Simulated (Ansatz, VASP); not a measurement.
KF in VASP and in Ansatz

File INCAR:

```
SYSTEM = KF
PREC = Accurate
ENCUT = 520
EDIFF = 1E-6
ISMEAR = -1
SIGMA = 0.02
LREAL = .FALSE.
LASPH = .TRUE.
NELM = 80
ALGO = Normal
ISIF = 2
LWAVE = .FALSE.
LCHARG = .FALSE.
NBANDS = 15
```

File KPOINTS:

```
Automatic mesh
0
G
  9 9 9
  0 0 0
```

POSCAR

```
KF
1.0
    3.2149096683      0.0000000000      0.0000000000
    0.0000000000      3.2149096683      0.0000000000
    0.0000000000      0.0000000000      3.2149096683
K F
1 1
Direct
    0.0000000000      0.0000000000      0.0000000000
    0.5000000000      0.5000000000      0.5000000000
```

Input for Ansatz:

```yaml
crystal:
  lattice:
    - [3.2149096683, 0.0, 0.0]
    - [0.0, 3.2149096683, 0.0]
    - [0.0, 0.0, 3.2149096683]
  atoms:
    - { symbol: K, position: [0.0, 0.0, 0.0] }
    - { symbol: F, position: [0.5, 0.5, 0.5] }
kpoints:
  mp_grid: { grid: [9, 9, 9] }
scf:
  occupations: { method: fermi_dirac, width: 0.02 }
hamiltonian:
  xc: lda
  pseudopotentials: { kind: all_electron, lapw: { basis_error: 0.0005 } }
output:
  forces: true
  stress: true
  eigenvalues: true
```

Change from the starting cell: volume scaled by 0.96.

Alike in both runs: task single point; functional LDA; k mesh 9 × 9 × 9; occupations fermi-dirac, width 0.02 eV; no spin polarisation.

|  | VASP | Ansatz |
| --- | --- | --- |
| version | VASP 6.6.1 | Ansatz 0.2.0 |
| potentials or method | VASP PAW LDA potentials, release 64 (K_sv, F) | all-electron LAPW, scalar-relativistic |
| plane-wave cutoff (eV) | 520 | see its input |

|  | VASP | Ansatz | Ansatz less VASP |
| --- | --- | --- | --- |
| gap on the k mesh at the Fermi level (eV) | 6.21 | 6.21 | +0.006 |
| pressure (GPa) | -4.7 | -4.8 | -0.11 |

Ansatz ran all-electron here, so the differences hold the error of VASP's frozen core and of both bases.

Caveats: an odd mesh through Γ misses points on the zone boundary, where band edges often lie.
